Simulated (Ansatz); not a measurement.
Runs of Ansatz 0.2.0 on Se. Symmetry: P3_121, No. 152, trigonal system. Conventional cell: a = 4.366 Å, b = 4.366 Å, c = 4.954 Å, α = 90.00°, β = 90.00°, γ = 120.00°. Around Se (site symmetry 2) lie 2 Se at 2.37 Å. 

```csv
task,level,potentials or basis,cell,k mesh,cutoff (eV),gap on the mesh (eV),pressure (GPa),V0 of scaled cells (Å³/atom),B0 (GPa)
equation of state,PBE,SPMS NC,as given,7 × 7 × 6,816,-,-,28.67,50
equation of state,PBE,Ansatz PAW large core,as given,7 × 7 × 6,420,-,-,28.66,50
relaxation of cell and atoms,PBEsol+D4,Ansatz PAW,relaxed,7 × 7 × 6,420,(a),0.0,-,-
single point,PBE,Ansatz PAW,as given,5 × 5 × 4,420,(b),2.8,-,-
```

Alike in all rows: no spin polarisation; smearing fermi-dirac 0.05 eV.

Task: Estimate the missing entries.

Result: (a) 0.84; (b) 1.24.

Caveats: the cell was scaled at fixed shape and fractional positions, which overstates the stiffness of a crystal with free parameters, most of all of layers and chains (some runs); odd divisions of the mesh miss points on the zone boundary, where band edges often lie, so the gap on the mesh can be too wide (some runs); this set keeps more shells in the core, which shifts pressures and gaps (some runs); the volume moved by over 15 % at a fixed basis, so the end points are rough (some runs); the plane-wave basis is chosen anew once the cell has moved, so the energies of steps on either side of that aren't comparable (some runs); the volume moved by -16 % from the deposited cell, more than functionals usually miss (some runs); the PAW data sets come from PBE, with cores solved anew for the run's functional, which leaves a small shift of forces and pressure (some runs).

A k mesh can miss the band edges, and the runs leave out spin-orbit coupling on Se.
